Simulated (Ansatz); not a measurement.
BaTiO$_{3}$: reading a single point

```xyz
10
Lattice="-4.0292 -2.8680 2.8764 -4.0292 2.8680 -2.8764 0.0000 2.8680 2.8764" Properties=species:S:1:pos:R:3 pbc="T T T"
Ba    0.0000    0.0000    0.0000
Ba   -4.0292    0.0000    0.0000
Ti   -2.0146    2.8680    0.0713
Ti   -6.0438    2.8680    0.0713
O    -4.0292    2.8680   -0.0725
O    -4.0292    0.0000    2.8039
O    -2.0146    1.4724    1.4298
O    -6.0438    1.4724    1.4298
O    -2.0146    4.2636    1.4298
O    -6.0438    4.2636    1.4298
```

Level: r2SCAN, no spin polarisation; 500 eV; 5×5×6 Γ-centred mesh; cold occupations (width 0.0241 eV); Ansatz 0.2.0, fixed geometry.

(1) Which atom feels the largest force, and which way?

(2) What does the stress say?

(3) What is the band gap?

(4) Which orbitals make up the band edges?

Origin: a database entry at a rescaled volume.

Answers

(1) The largest is on O9 (and as large on other atoms): 0.43 eV/Å, components (0.00, -0.15, -0.40). It makes 25° with the line to a nearest neighbour, Ti3 at 1.95 Å, pointing towards it.

(2) The pressure is -6.2 GPa (compression positive), so with the atoms held at these fractions the cell would first shrink.

(3) The gap is 2.18 eV, indirect (the least direct gap found is 2.23 eV).

(4) Within 0.7 eV of the edges, the states project mainly on O p (95 %) below the gap and on Ti d (90 %) above it.
